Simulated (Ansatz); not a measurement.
# GaAs: the cost of one run

Computed with Ansatz 0.2.0 (reference: DFT, HSE06, plane waves, PAW, unless a step's input says otherwise).

7 further runs of the same task are left out: 7 that didn't finish.

## 1. The starting structure

Symmetry: Fm-3m, No. 225, cubic system. Conventional cell: a = 5.329 Å, b = 5.329 Å, c = 5.329 Å, α = 90.00°, β = 90.00°, γ = 90.00°. Ga (site symmetry m-3m) has 6 As at 2.66 Å as nearest neighbours. As (site symmetry m-3m) is surrounded by 6 Ga at 2.66 Å.

As a file:

```
Ga As
1.0
     0.00000    2.66452    2.66452
     2.66452    0.00000    2.66452
     2.66452    2.66452    0.00000
Ga As
1 1
Direct
  0.00000 0.00000 0.00000
  0.50000 0.50000 0.50000
```

## 2. Reference

Input file input.yaml:

```yaml
crystal:
  lattice:
    - [0.0, 2.6645247173, 2.6645247173]
    - [2.6645247173, 0.0, 2.6645247173]
    - [2.6645247173, 2.6645247173, 0.0]
  atoms:
    - { symbol: Ga, position: [0.0, 0.0, 0.0] }
    - { symbol: As, position: [0.5, 0.5, 0.5] }
kpoints:
  mp_grid: { grid: [4, 4, 4] }
hamiltonian:
  xc: hse06
scf:
  occupations: { method: fermi_dirac, width: 0.02 }
  n_extra_bands: 4
output:
  forces: true
  stress: true
  eigenvalues: true
```

The run is started by

```bash
$ ansatz run input.yaml --threads 4 --pin off --max-ram 3686MiB --backend cpu --events-out ev --progress --plain --runs-dir out
```

What time and memory should one allow on 4 threads of an Arm CPU, shared host?

About 9.6 s, with a peak of 0.64 GiB.
